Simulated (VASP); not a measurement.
**LiF: single point with PBE**

LiF:

```xyz
2
Lattice="0.0000 2.1446 2.1446 2.1446 0.0000 2.1446 2.1446 2.1446 0.0000" Properties=species:S:1:pos:R:3 pbc="T T T"
Li    0.0000    0.0000    0.0000
F     1.0723    1.0723    1.0723
```

The cell was built by a generator and needn't be a form met in nature.

```
Program             : VASP 6.6.1
Task                : single point
Functional          : PBE
Potentials or basis : VASP PAW PBE potentials, release 64 (Li_sv, F)
Cutoff              : 520 eV
k mesh              : 10 × 10 × 10
Occupations         : fermi-dirac, width 0.02 eV
Spin                : no spin polarisation
```

```yaml
Band_gap_on_the_k_mesh: 7.92 eV, direct
```

Levels at points of the mesh, in eV from the valence-band top:
| k point | band 1 | band 2 | band 3 | band 4 | band 5 | band 6 | band 7 | band 8 | band 9 | band 10 |
| --- | --- | --- | --- | --- | --- | --- | --- | --- | --- | --- |
| (0.00, 0.00, 0.00) | -40.34 | -19.34 | 0.00 | 0.00 | 0.00 | 7.92 | 19.49 | 19.49 | 19.49 | 28.15 |
| (0.50, 0.00, 0.00) | -40.30 | -19.16 | -2.00 | -0.26 | -0.26 | 11.96 | 14.98 | 19.13 | 19.13 | 26.35 |
| (0.50, 0.50, 0.00) | -40.29 | -19.10 | -1.41 | -0.81 | -0.81 | 10.60 | 15.98 | 19.53 | 19.53 | 21.67 |

Wall time 4.2 s on 1 thread of Intel(R) Xeon(R) 6975P-C (Granite Rapids), with other jobs on the host, peak memory 0.13 GiB.

 A k mesh can miss the band edges.
